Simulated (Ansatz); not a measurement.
## Ionic part of the dielectric constant of MgS, mode by mode

Computed with Ansatz 0.2.0, DFT PBE, scalar-relativistic, plane waves, PAW. Settings: 420 eV plane-wave cutoff, Γ-centred 4×4×4 mesh, fixed occupations. No spin polarisation. Phonons by linear response, acoustic sum rule imposed.

Space group Pm-3n (No. 223), cubic, a = 6.985 Å. Around Mg lie 4 S at 2.47 Å; S has 4 Mg at 2.47 Å.

The structure comes from a generated guess, relaxed at this level; another structure or a mixture of phases may lie lower. The run warned that its linear response isn't converged on this k mesh, so dielectric tensors, Born charges and infrared intensities are rough, and the frequencies may be too.

The primitive cell has V = 340.82 Å³ and ε∞,yy = 3.337. Each polar mode adds Δε = (4.92064×10⁷/V)·S/ν² along y, with S its oscillator strength in e²/amu, ν in cm⁻¹ and V in Å³.

Question: From these modes, find each Δε and ε0,yy.
| ν (cm⁻¹) | S_yy (e²/amu) |
| --- | --- |
| 105.34 | 0.00565 |
| 319.11 | 0.342 |
| 337.04 | 1.129 |

Answer:
```json
{"ν (cm⁻¹)": "105.34", "Δε": "0.07"}
{"ν (cm⁻¹)": "319.11", "Δε": "0.48"}
{"ν (cm⁻¹)": "337.04", "Δε": "1.43"}
```

The sum is 1.98, so ε0,yy = 5.32; the run's tensor has 5.33.

Question: Where do the longitudinal modes lie for a wave vector along y?

Answer: At 106.05, 322.83, 418.25 cm⁻¹. The Lyddane–Sachs–Teller product Π(ν_LO/ν_TO)² = 1.60 agrees with ε0/ε∞ = 1.60.
